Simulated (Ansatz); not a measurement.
# TaN (P6_3/mmc) in Ansatz: equation of state

How stiff is TaN in PBE, and what volume does it want? The cell is scaled to several volumes.

Everything below comes from runs of Ansatz 0.2.0. Logs are shortened: lines on timing, memory, paths and dates and some standing lists are left out, and cuts for length are marked.

**1. Starting point**

Symmetry: P6_3/mmc, No. 194, hexagonal system. The conventional cell has a = 3.048 Å, b = 3.048 Å, c = 4.918 Å, α = 90.00°, β = 90.00°, γ = 120.00°. Ta (site symmetry -3m) has 6 N at 2.15 Å and 2 Ta at 2.46 Å as nearest neighbours. Around N (site symmetry -6m2) lie 6 Ta at 2.15 Å.

**2. Single point, PBE, 9.30 Å³/atom (volume scaled by 0.94)**

File input.yaml:

```yaml
crystal:
  lattice:
    - [2.9857802618, 0.0, 0.0]
    - [-1.4928901309, 2.5857615625, 0.0]
    - [0.0, 0.0, 4.8176042672]
  atoms:
    - { symbol: Ta, position: [0.0, 0.0, 0.0] }
    - { symbol: Ta, position: [0.0, 0.0, 0.5] }
    - { symbol: "N", position: [0.3333333333, 0.6666666667, 0.25] }
    - { symbol: "N", position: [0.6666666667, 0.3333333333, 0.75] }
hamiltonian:
  xc: pbe
  pseudopotentials: { kind: paw }
kpoints:
  mp_grid: { grid: [10, 10, 6] }
scf:
  occupations: { method: fermi_dirac, width: 0.05 }
output:
  forces: true
  stress: true
  eigenvalues: true
  write_density: true
  write_potential: true
  elf: true
  volumetric_format: npy
```

Potentials or basis: Ansatz PAW.

Command:

```sh
$ ansatz run input.yaml --threads 2 --pin off --max-ram 5632MiB --backend cpu --events-out ev --progress --plain --runs-dir out
```

Standard output:

```text
Warning: RAYON_NUM_THREADS=2 ignored (pool sized by the plan → 2); use --threads N
Engine: ansatz 0.2.0, x86_64-unknown-linux-gnu
Pseudopotentials: kind: paw
Pseudopotential: Ta, paw, valence charge 13, recommended cutoff 420 eV (normal), Ta.paw.azcp
Pseudopotential: N, paw, valence charge 5, recommended cutoff 420 eV (normal), N.paw.azcp
Functional definition: PBE
  parameter kappa = 0.804
  parameter beta = 0.06672455060314922
  exchange = pbe_x(kappa = kappa, mu = beta*pi^2/3)
  correlation = pbe_c(beta = beta)
Crystal: 4 atoms, lattice volume = 37.194 Å³
Basis set: ecut = 420 eV, 713 PW (Γ), exchange–correlation on 40×40×72 points (8 copies of the dense FFT grid, shifted against one another)
Bands: 22, of which v1, the nominal top of the filled ones, is band 18 counted from 1 (17 counted from 0)
Symmetry: 24 space group operations
Space group: P63/mmc (ITA 194), of the structure as read, at distance tolerance 3.3e-5 Å
k-points: 56 of 600
Non-local potential: Ta, projectors of the file, l = 0: 3, l = 1: 2, l = 2: 2, l = 3: 1
Non-local potential: N, projectors of the file, l = 0: 2, l = 1: 2, l = 2: 1
PAW form: soft (Blöchl's): semilocal exchange-correlation on the pseudo side does not see the compensation charge
PAW one-centre angular grid: Ta, 590 points (default); XC on 64 Gauss nodes
PAW one-centre angular grid: N, 110 points (default); XC on 64 Gauss nodes
Initial density: superposition of atomic densities (neutral atoms: chi_scale 0, normalization atom), corrected by the library's trained network
Initial wavefunctions: pseudopotential atomic-orbital guess
Functional: x = pbe(κ = 0.804, μ = 0.2195149727645171), c = pbe(β = 0.06672455060314922)
SCF iter   1: F=—  HF=-20632.369338 eV  |F-HF|=—  |Δ(HF+E_count)|=         —  Δρ=1.63e-2  dr2=4.46e-2  ethr=1.77e-3  ⟨swp⟩=6.0  Hψ=12541  notcnv=0  defer=6
automatic band count: the SCF goes on with 26 bands, as 22 were too few: the levels above may hold too much charge
preconditioner: auto → Kerker (q_TF=auto, 2.713 Å⁻¹)  [metal: Δε(μ)=0.049 eV  Ē_g=12.532 eV  σ=0.050 eV  W_gap=0.23  n_scr=10 (ndim 8)  ℏωp=27.2 eV  f_vac=0.000  D(μ)=1.95/eV (n_scr^D=22)]
SCF iter   2: F=—  HF=-20632.362151 eV  |F-HF|=—  |Δ(HF+E_count)|=   7.19e-3  Δρ=9.58e-3  dr2=1.47e-2  ethr=1.24e-4  ⟨swp⟩=1.1  Hψ=1913  notcnv=0  defer=39
SCF iter   3: F=—  HF=-20632.359160 eV  |F-HF|=—  |Δ(HF+E_count)|=   2.99e-3  Δρ=8.95e-4  dr2=2.16e-4  ethr=4.09e-5  ⟨swp⟩=1.5  Hψ=1656  notcnv=0  defer=39
SCF iter   4: F=—  HF=-20632.359152 eV  |F-HF|=—  |Δ(HF+E_count)|=   8.33e-6  Δρ=3.18e-4  dr2=1.38e-5  ethr=5.99e-7  ⟨swp⟩=2.0  Hψ=1940  notcnv=0  defer=39
SCF iter   5: F=—  HF=-20632.359169 eV  |F-HF|=—  |Δ(HF+E_count)|=   1.68e-5  Δρ=4.18e-5  dr2=5.91e-7  ethr=3.82e-8  ⟨swp⟩=2.3  Hψ=1947  notcnv=0  defer=39
SCF iter   6: F=-20632.359169 eV  HF=-20632.359169 eV  |F-HF|=1.99e-9  |Δ(HF+E_count)|=   1.19e-8  Δρ=9.40e-6  dr2=2.31e-8  ethr=2.78e-10  ⟨swp⟩=12.9  Hψ=9808  notcnv=0
SCF 1 converged in 6 iterations: F = -20632.359169 eV  dr2 = 2.31e-8
SCF converged after 6 iterations
Free energy (F): -20632.359169 eV
Harris-Foulkes:  -20632.359169 eV  (|F-HF|=1.99e-9)
Internal energy: -20632.343657 eV  (E = F + TS)
E sigma→0 (E₀):  -20632.351413 eV
Entropy (-TS):   -0.015511 eV (-3.878 meV/atom)
Fermi energy:    24.459202 eV
--- Per-component energies (eV) ---
  E_band       = 17.874408
  E_kinetic    = 1033.384725
  E_local      = -1066.855414  (includes V_loc(G=0)·N_el)
  E_nonlocal   = 127.939516
  E_hartree    = 385.692150
  E_xc         = -568.451202
  E_vxc        = -576.073709  (∫ρ·V_xc dr)
  E_paw        = -17054.187155  (= ΣΔE_a)
  E_vpaw       = -271.903211  (= ΣTr[D̂ρ^β])
  E_aug_tail   = 0.000639  (compensation charges beyond the density's cutoff)
  E_ewald      = -3489.866916
  E_smearing   = -0.015511  (= −TS)
  E_closure    = -0.000000  (closes the sum)
  Σ components = -20632.359169   (vs F -20632.359169, Δ=0.00e0)
--- Forces (eV/Å), atoms counted from 1 ---
  atom   1  Ta    -0.00000000     0.00000000     0.00000000
  atom   2  Ta    -0.00000000     0.00000000     0.00000000
  atom   3  N      0.00000000    -0.00000000    -0.00000000
  atom   4  N     -0.00000000     0.00000000     0.00000000
  max |Σ_I F_I| component: 1.85e-17 eV/Å
--- Stress (GPa, compression-positive) ---
       63.520259       0.000000      -0.000000
        0.000000      63.520259       0.000000
       -0.000000       0.000000     163.070436
  P = ⅓ Tr σ = 96.7037 GPa (967.037 kbar)
--- Band table (eV; the first three rows and the last of 56) ---
  k-point 0: bands = ["-44.3044", "-43.9196", "-12.9743", "-10.7154", "-10.7154", "-10.2604", "-10.2604", "-9.3700", "5.0541", "8.8091", "13.9414", "16.1313", "16.1313", "18.8714", "20.7055", "20.7055", "20.7389", "22.4802", "22.4802", "23.8205", "23.8205", "27.9107", "28.9086", "29.9935", "29.9935", "31.6776"]
  k-point 1: bands = ["-44.2791", "-43.9459", "-12.7720", "-10.6864", "-10.6864", "-10.2924", "-10.2924", "-9.6661", "5.2781", "8.4396", "14.4172", "16.3228", "16.3228", "18.8884", "20.0348", "20.0348", "20.8765", "22.7348", "22.7348", "24.4941", "24.4941", "28.3599", "28.7655", "29.3120", "29.3120", "31.0281"]
  k-point 2: bands = ["-44.2099", "-44.0175", "-12.1979", "-10.6061", "-10.6061", "-10.4219", "-10.3788", "-10.3788", "5.8748", "7.6159", "15.5408", "16.8785", "16.8785", "18.1717", "18.8543", "18.8543", "22.2045", "23.4673", "23.4673", "25.1977", "25.1977", "27.3084", "28.5839", "28.5839", "29.3678", "30.3945"]
  k-point 55: bands = ["-44.0374", "-44.0374", "-11.3010", "-11.3010", "-11.1000", "-11.1000", "-11.0873", "-11.0873", "7.5478", "7.5478", "15.7388", "15.7388", "17.1234", "17.1234", "18.4783", "18.4783", "23.8806", "23.8806", "25.9512", "25.9512", "27.3677", "27.3677", "30.1055", "30.1055", "33.5212", "33.5212"]
```

v_z.tsv:

```text
# z_ang	v_es[eV]	v_tot[eV]
# format = ansatz-planar-average/11
# xc	pbe
# density_cutoff_ev	1680
# datasets	Ta=:simpson_from_first_knot:soft	N=:simpson_from_first_knot:soft
# lattice	2.985780265	0.000000000	0.000000000
# lattice	-1.492890133	2.585761560	0.000000000
# lattice	0.000000000	0.000000000	4.817604267
# sites	4
# site	73	0.000000000	0.000000000	0.000000000
# site	73	0.000000000	0.000000000	2.408802134
# site	7	0.000000000	1.723841040	1.204401067
# site	7	1.492890133	0.861920520	3.613203200
0.000000	2.672569e0	-1.275176e1
0.133822	3.339233e0	-1.198440e1
0.267645	5.164994e0	-9.870122e0
0.401467	7.746971e0	-6.864803e0
0.535289	1.020399e1	-3.959159e0
0.669112	1.173394e1	-2.052717e0
[... 28 lines left out ...]
4.549960	5.164994e0	-9.870122e0
4.683782	3.339233e0	-1.198440e1
```

It took 4.1 s on 2 threads of Intel Xeon at 2.50GHz (Skylake/Cascade Lake), shared host; peak memory 0.38 GiB.

What came out:

- Free energy: -20632.3592 eV
- Pressure: 96.7 GPa
- Band gap on the k mesh: none (metal or under the smearing width)

Caveat: the pressure holds a Pulay correction of +0.6 GPa for the finite cutoff.

**3. Single point, PBE, 9.50 Å³/atom (volume scaled by 0.96)**

input.yaml: that of step 2 with these lines changed.

```diff
@@ -2,5 +2,5 @@
   lattice:
-    - [2.9857802618, 0.0, 0.0]
-    - [-1.4928901309, 2.5857615625, 0.0]
-    - [0.0, 0.0, 4.8176042672]
+    - [3.0068075762, 0.0, 0.0]
+    - [-1.5034037881, 2.6039717509, 0.0]
+    - [0.0, 0.0, 4.8515321756]
   atoms:
```

Potentials or basis: Ansatz PAW.

Command:

```sh
$ ansatz run input.yaml --threads 2 --pin off --max-ram 5632MiB --backend cpu --events-out ev --progress --plain --runs-dir out
```

It took 4.3 s on 2 threads of Intel Xeon at 2.50GHz (Skylake/Cascade Lake), shared host; peak memory 0.38 GiB.

The run converged. Its results:

```
Free energy            : -20632.8027 eV
Pressure               : 83.1 GPa
Band gap on the k mesh : none (metal or under the smearing width)
```

Caveat: the pressure holds a Pulay correction of +0.6 GPa for the finite cutoff.

**4. Single point, PBE, 9.69 Å³/atom (volume scaled by 0.98)**

input.yaml: that of step 3 with these lines changed.

```diff
@@ -2,5 +2,5 @@
   lattice:
-    - [3.0068075762, 0.0, 0.0]
-    - [-1.5034037881, 2.6039717509, 0.0]
-    - [0.0, 0.0, 4.8515321756]
+    - [3.0275448354, 0.0, 0.0]
+    - [-1.5137724177, 2.6219307443, 0.0]
+    - [0.0, 0.0, 4.8849920755]
   atoms:
@@ -21,5 +21 @@
   eigenvalues: true
-  write_density: true
-  write_potential: true
-  elf: true
-  volumetric_format: npy
```

Command:

```sh
$ ansatz run input.yaml --threads 2 --pin off --max-ram 5632MiB --backend cpu --events-out ev --progress --plain --runs-dir out
```

It took 3.4 s on 2 threads of Intel Xeon at 2.50GHz (Skylake/Cascade Lake), shared host; peak memory 0.37 GiB.

The run converged. Its results:

```
Free energy            : -20633.1819 eV
Pressure               : 70.7 GPa
Band gap on the k mesh : none (metal or under the smearing width)
```

Caveat: the pressure holds a Pulay correction of +0.6 GPa for the finite cutoff.

**5. Single point, PBE, 9.89 Å³/atom**

input.yaml: that of step 4 with these lines changed.

```diff
@@ -2,5 +2,5 @@
   lattice:
-    - [3.0275448354, 0.0, 0.0]
-    - [-1.5137724177, 2.6219307443, 0.0]
-    - [0.0, 0.0, 4.8849920755]
+    - [3.04800184, 0.0, 0.0]
+    - [-1.52400092, 2.63964703, 0.0]
+    - [0.0, 0.0, 4.91799978]
   atoms:
@@ -21 +21,5 @@
   eigenvalues: true
+  write_density: true
+  write_potential: true
+  elf: true
+  volumetric_format: npy
```

Command:

```sh
$ ansatz run input.yaml --threads 2 --pin off --max-ram 5632MiB --backend cpu --events-out ev --progress --plain --runs-dir out
```

It took 4.3 s on 2 threads of Intel Xeon at 2.50GHz (Skylake/Cascade Lake), shared host; peak memory 0.38 GiB.

Results (log left out):

- Free energy: -20633.5027 eV
- Pressure: 59.4 GPa
- Band gap on the k mesh: none (metal or under the smearing width)

Caveat: the pressure holds a Pulay correction of +0.6 GPa for the finite cutoff.

**6. Single point, PBE, 10.09 Å³/atom (volume scaled by 1.02)**

input.yaml: that of step 5 with these lines changed.

```diff
@@ -2,5 +2,5 @@
   lattice:
-    - [3.04800184, 0.0, 0.0]
-    - [-1.52400092, 2.63964703, 0.0]
-    - [0.0, 0.0, 4.91799978]
+    - [3.0681878709, 0.0, 0.0]
+    - [-1.5340939355, 2.6571286456, 0.0]
+    - [0.0, 0.0, 4.9505702642]
   atoms:
@@ -21,5 +21 @@
   eigenvalues: true
-  write_density: true
-  write_potential: true
-  elf: true
-  volumetric_format: npy
```

Potentials or basis: Ansatz PAW.

Command:

```sh
$ ansatz run input.yaml --threads 2 --pin off --max-ram 5632MiB --backend cpu --events-out ev --progress --plain --runs-dir out
```

Wall time 3.4 s (2 threads of Intel Xeon at 2.50GHz (Skylake/Cascade Lake), shared host); peak memory 0.37 GiB.

The run converged. Its results:

* Free energy: -20633.7709 eV
* Pressure: 49.2 GPa
* Band gap on the k mesh: none (metal or under the smearing width)

Caveat: the pressure holds a Pulay correction of +0.5 GPa for the finite cutoff.

**7. Single point, PBE, 10.29 Å³/atom (volume scaled by 1.04)**

input.yaml: that of step 6 with these lines changed.

```diff
@@ -2,5 +2,5 @@
   lattice:
-    - [3.0681878709, 0.0, 0.0]
-    - [-1.5340939355, 2.6571286456, 0.0]
-    - [0.0, 0.0, 4.9505702642]
+    - [3.0881117271, 0.0, 0.0]
+    - [-1.5440558635, 2.6743832112, 0.0]
+    - [0.0, 0.0, 4.9827177251]
   atoms:
```

Command:

```sh
$ ansatz run input.yaml --threads 2 --pin off --max-ram 5632MiB --backend cpu --events-out ev --progress --plain --runs-dir out
```

Run time: 3.6 s. Hardware: 2 threads of Intel Xeon at 2.50GHz (Skylake/Cascade Lake), shared host; peak memory 0.37 GiB.

It converged, with:

```
Free energy            : -20633.9908 eV
Pressure               : 40.0 GPa
Band gap on the k mesh : none (metal or under the smearing width)
```

Caveat: the pressure holds a Pulay correction of +0.5 GPa for the finite cutoff.

**8. Single point, PBE, 10.49 Å³/atom (volume scaled by 1.06)**

input.yaml: that of step 7 with these lines changed.

```diff
@@ -2,5 +2,5 @@
   lattice:
-    - [3.0881117271, 0.0, 0.0]
-    - [-1.5440558635, 2.6743832112, 0.0]
-    - [0.0, 0.0, 4.9827177251]
+    - [3.1077817588, 0.0, 0.0]
+    - [-1.5538908794, 2.6914179585, 0.0]
+    - [0.0, 0.0, 5.0144556364]
   atoms:
@@ -21 +21,5 @@
   eigenvalues: true
+  write_density: true
+  write_potential: true
+  elf: true
+  volumetric_format: npy
```

Command:

```sh
$ ansatz run input.yaml --threads 2 --pin off --max-ram 5632MiB --backend cpu --events-out ev --progress --plain --runs-dir out
```

Wall time 4.7 s (2 threads of Intel Xeon at 2.50GHz (Skylake/Cascade Lake), shared host); peak memory 0.38 GiB.

It converged, with:

| Property | Result |
| --- | --- |
| Free energy | -20634.1670 eV |
| Pressure | 31.5 GPa |
| Band gap on the k mesh | none (metal or under the smearing width) |

Caveat: the pressure holds a Pulay correction of +0.5 GPa for the finite cutoff.

**9. Equation of state, PBE**

Potentials or basis: Ansatz PAW.

No new run: the results of the series are fitted here.

Results:

- Equilibrium volume: 11.45 Å³/atom (rough: see the caveat)
- Bulk modulus at fixed shape and positions: 298 GPa (rough)

Energy against volume, from the lowest point:
| volume (Å³/atom) | energy (meV/atom) |
| --- | --- |
| 9.299 | 451.95 |
| 9.496 | 341.07 |
| 9.694 | 246.28 |
| 9.892 | 166.06 |
| 10.090 | 99.02 |
| 10.288 | 44.04 |
| 10.486 | 0.00 |

Caveat: the minimum lies outside the volumes run; the cell was scaled at fixed shape and fractional positions, which overstates the stiffness of a crystal with free parameters, most of all of layers and chains.
